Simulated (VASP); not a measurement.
**A VASP 6.6.1 single-point calculation on MgS**

INCAR

```
PREC = Accurate
LWAVE = .FALSE.
SIGMA = 0.02
ENCUT = 520
GGA = PE
NELM = 120
NSW = 0
LREAL = .FALSE.
ISIF = 2
IBRION = -1
NBANDS = 11
LCHARG = .FALSE.
LASPH = .TRUE.
EDIFF = 1E-5
ISMEAR = -1
```

KPOINTS

```
KPOINTS created by Atomic Simulation Environment
0
Monkhorst-Pack
8 8 8
0 0 0
```

POSCAR

```
Mg S
 1.0000000000000000
     0.0000000000000000    2.8308768411999998    2.7459505360000001
     2.8308768411999998    0.0000000000000000    2.7459505360000001
     2.8308768411999998    2.8308768411999998    0.0000000000000000
 Mg  S
   1   1
Cartesian
  0.0000000000000000  0.0000000000000000  0.0000000000000000
  1.4154384205999999  1.4154384205999999  1.3729752680000000
```

The recommended PBE PAW datasets give the neutral cell 8 valence electrons.

Command

```
mpirun -np 1 vasp_std
```

Problem. How does this run end, and what does it give?

Solution. It converged. Results: gap between bands v and c on the k mesh 3.79 eV; least direct gap on the k mesh 3.79 eV; pressure 2.8 GPa. Band v is the last that the valence electrons fill when counted band by band, and c is the next.

OSZICAR

```
N       E                     dE             d eps       ncg     rms          rms(c)
DAV:   1     0.238560843724E+02    0.23856E+02   -0.34491E+03  3280   0.577E+02
DAV:   2    -0.717179309931E+01   -0.31028E+02   -0.29745E+02  3846   0.998E+01
DAV:   3    -0.895177856246E+01   -0.17800E+01   -0.17775E+01  3945   0.259E+01
DAV:   4    -0.896597836874E+01   -0.14200E-01   -0.14198E-01  3820   0.277E+00
DAV:   5    -0.896615031124E+01   -0.17194E-03   -0.17194E-03  4030   0.300E-01    0.412E+00
DAV:   6    -0.848219528856E+01    0.48396E+00   -0.11853E+00  3525   0.409E+00    0.319E+00
DAV:   7    -0.844634032987E+01    0.35855E-01   -0.27408E-01  3844   0.215E+00    0.249E+00
DAV:   8    -0.845375605451E+01   -0.74157E-02   -0.22760E-02  3546   0.913E-01    0.141E+00
DAV:   9    -0.845291531090E+01    0.84074E-03   -0.24083E-03  3552   0.245E-01    0.428E-01
DAV:  10    -0.845310763433E+01   -0.19232E-03   -0.61078E-04  3591   0.117E-01    0.880E-02
DAV:  11    -0.845311288491E+01   -0.52506E-05   -0.53893E-05  3840   0.303E-02
   1 F= -.84531129E+01 E0= -.84531129E+01  d E =-.338806E-10
```

The shifted mesh misses Γ, so a band edge there is missed.

For comparison, a separate PBE run of the intended cell, on usual settings and not on those above, gives a gap of 3.56 eV on its mesh and a pressure of 2.8 GPa.
